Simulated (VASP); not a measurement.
The system is ZrSe2.

```
Zr Se
1.0
     3.84403    0.00000    0.00000
    -1.92202    3.32903    0.00000
     0.00000    0.00000    6.29089
Zr Se
1 2
Direct
  0.00000 0.00000 0.00000
  0.66667 0.33333 0.76209
  0.33333 0.66667 0.23791
```

The cell is a database's computed one.

```yaml
Program: VASP 6.6.1
Task: relaxation of cell and atoms
Functional: PBEsol
Dispersion: D3(BJ)
Potentials_or_basis: VASP PAW PBE potentials, release 64 (Zr_sv, Se)
Cutoff: 600 eV
k_mesh: 3 × 3 × 2
Occupations: gaussian, width 0.02 eV
Spin: no spin polarisation
```

At the start: pressure -2.1 GPa; volume 26.83 Å³/atom.

Task: How do energy, volume and symmetry change on relaxing?

Result: Over 14 steps the energy falls by 40.7 meV/atom and the volume is 23.11 Å³/atom (-13.9 %); space group P-3m1 (No. 164, to 0.05 Å).

The path:
```csv
step,energy change (eV),largest force (eV/Å),pressure (GPa),volume (Å³)
1,0.0000,0.2589,-2.08,80.50
2,-0.0225,0.6785,1.53,76.51
3,-0.0251,0.5735,0.60,77.44
4,-0.0520,0.3554,0.21,76.42
5,-0.0637,0.0843,-0.25,75.21
6,-0.0905,0.0544,-0.42,73.92
7,-0.1206,0.0277,-0.37,70.73
8,-0.1206,0.0244,-0.38,70.62
9,-0.1208,0.0176,-0.41,70.41
10,-0.1208,0.0086,-0.47,70.00
11,-0.1180,0.1499,1.33,68.31
12,-0.1216,0.0506,0.07,69.44
13,-0.1220,0.0065,-0.02,69.31
14,-0.1220,0.0048,0.01,69.34
```

Final structure:
```
CELL_PARAMETERS angstrom
3.73850 0.00000 0.00000
-1.86925 3.23763 0.00000
0.00000 0.00000 5.72849
ATOMIC_POSITIONS crystal
Zr 0.00000 0.00000 0.00000
Se 0.66667 0.33333 0.72774
Se 0.33333 0.66667 0.27226
```

Caveat: the k mesh is coarse (spacing up to 0.63 Å⁻¹), so the values aren't converged; the PAW data sets were made with another functional, which shifts forces and pressure a little.
